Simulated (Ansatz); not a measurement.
# Molecular dynamics of Li

Input:

```yaml
crystal:
  lattice:
    - [6.98, 0.0, 0.0]
    - [0.0, 6.98, 0.0]
    - [0.0, 0.0, 6.98]
  atoms:
    - { symbol: Li, position: [-0.04633416, 0.11875527, 0.05186966] }
    - { symbol: Li, position: [0.36998925, -0.04801099, 0.00329609] }
    - { symbol: Li, position: [-0.17397831, 0.56609051, -0.0358116] }
    - { symbol: Li, position: [-0.03571855, -0.02088207, 0.46944633] }
    - { symbol: Li, position: [-0.08847174, 0.40616345, 0.28950923] }
    - { symbol: Li, position: [0.42353646, 0.41207485, -0.04721515] }
    - { symbol: Li, position: [0.36832293, -0.00312204, 0.40528953] }
    - { symbol: Li, position: [0.53884903, 0.22505789, 0.3937273] }
    - { symbol: Li, position: [-0.06137088, 0.52971115, 0.61693207] }
    - { symbol: Li, position: [0.24349125, 0.61867263, 0.22930651] }
    - { symbol: Li, position: [0.18506277, 0.29938371, 0.68637867] }
    - { symbol: Li, position: [0.46025718, 0.55401739, 0.49728532] }
    - { symbol: Li, position: [0.66269348, 0.78257071, 0.20963969] }
    - { symbol: Li, position: [0.72469933, 0.15793591, 0.71255921] }
    - { symbol: Li, position: [0.17344349, 0.79181459, 0.7517755] }
    - { symbol: Li, position: [0.69614808, 0.81197467, 0.63856891] }
basis:
  ecutwfc: 420.0
kpoints:
  mp_grid: { grid: [2, 2, 2] }
hamiltonian:
  xc: pbe
scf:
  occupations: { method: fermi_dirac, width: 0.11 }
  lower_state_search: "off"
md:
  timestep: 1.5
  n_steps: 400
  ensemble: nvt_langevin
  temperature: 1040.0
  initial_velocities: maxwell_boltzmann
  seed: 262620
  friction: 0.02
  temperature_schedule:
    - { n_steps: 300, end_temperature: 300.0 }
    - { n_steps: 100, end_temperature: 300.0 }
```

Command:

```bash
$ ansatz run input.yaml --threads 1 --pin off --max-ram 3072MiB --backend cpu --events-out ev --progress --plain --runs-dir out
```

It goes on from the last frame of an earlier run, with new velocities.

Output, in part (step lines):

```
md step     0: t =     0.00 fs  T =   975.0 K (target 1040.0 K)  F+E_penalty+E_count = -3271.73667782 eV  E_kin = 2.016456 eV  (9 SCF iters)
md step     1: t =     1.50 fs  T =   923.0 K (target 1038.8 K)  F+E_penalty+E_count = -3271.68417811 eV  E_kin = 1.908974 eV  (6 SCF iters)
md step     2: t =     3.00 fs  T =  1018.4 K (target 1036.3 K)  F+E_penalty+E_count = -3271.63792478 eV  E_kin = 2.106243 eV  (6 SCF iters)
md step     3: t =     4.50 fs  T =   988.0 K (target 1033.8 K)  F+E_penalty+E_count = -3271.58367165 eV  E_kin = 2.043338 eV  (6 SCF iters)
md step     4: t =     6.00 fs  T =   904.0 K (target 1031.4 K)  F+E_penalty+E_count = -3271.53257384 eV  E_kin = 1.869611 eV  (6 SCF iters)
md step     5: t =     7.50 fs  T =   864.5 K (target 1028.9 K)  F+E_penalty+E_count = -3271.49487637 eV  E_kin = 1.787948 eV  (5 SCF iters)
md step     6: t =     9.00 fs  T =   805.9 K (target 1026.4 K)  F+E_penalty+E_count = -3271.47096002 eV  E_kin = 1.666802 eV  (5 SCF iters)
md step     7: t =    10.50 fs  T =   729.9 K (target 1024.0 K)  F+E_penalty+E_count = -3271.46036105 eV  E_kin = 1.509615 eV  (5 SCF iters)
[... lines left out ...]
md step   399: t =   598.50 fs  T =   398.1 K (target 300.0 K)  F+E_penalty+E_count = -3274.24160128 eV  E_kin = 0.823246 eV  (4 SCF iters)
md step   400: t =   600.00 fs  T =   428.0 K (target 300.0 K)  F+E_penalty+E_count = -3274.24520701 eV  E_kin = 0.885260 eV  (6 SCF iters)
```

The steps, from the saved trajectory:

```
time (fs)  T (K)  potential energy less start (eV)
      0.0    975                             0.000
     19.5    924                             0.101
     39.0    885                            -0.424
     58.5    983                            -0.626
     78.0    975                            -0.864
     97.5    941                            -0.823
    117.0    820                            -0.901
    136.5    852                            -1.071
    156.0    815                            -1.454
    175.5    774                            -1.538
    195.0    826                            -1.552
    214.5   1010                            -2.258
    234.0    554                            -1.874
    253.5    587                            -1.929
    273.0    679                            -2.071
    292.5    529                            -1.778
    312.0    436                            -1.756
    331.5    548                            -2.070
    351.0    567                            -2.132
    370.5    433                            -2.115
    390.0    414                            -2.186
    409.5    574                            -2.457
    429.0    387                            -2.206
    448.5    285                            -2.091
    468.0    356                            -2.312
    487.5    483                            -2.418
    507.0    380                            -2.269
    526.5    265                            -2.137
    546.0    376                            -2.399
    565.5    285                            -2.322
    585.0    308                            -2.396
```

The run went to its last step. The schedule's set-point averaged 362 K over the second half and the system 411 K. A run of 0.6 ps of so small a system gives no equilibrium averages. Limits of this set-up: coarse k mesh.

Mean squared displacements from the first frame to the last, about the centre of mass: Li 0.92 Å².

Last frame:

```xyz
16
Lattice="6.9800 0.0000 0.0000 0.0000 6.9800 0.0000 0.0000 0.0000 6.9800" Properties=species:S:1:pos:R:3
Li -0.462 0.200 0.281
Li 2.957 0.336 0.082
Li -0.591 3.406 0.495
Li -0.919 0.342 3.666
Li 1.347 2.008 1.850
Li 2.921 3.766 0.285
Li 2.707 0.458 3.664
Li 4.499 1.803 2.013
Li -0.504 3.924 3.948
Li 1.285 5.788 1.933
Li 1.181 2.100 5.470
Li 2.842 3.812 3.634
Li 4.433 5.546 2.011
Li 4.937 2.064 5.653
Li 1.424 5.329 5.604
Li 4.571 5.480 5.357
```

The run took 14 min on 1 thread of Intel(R) Xeon(R) Platinum 8488C (Sapphire Rapids), on a shared host, peak memory 0.57 GiB.
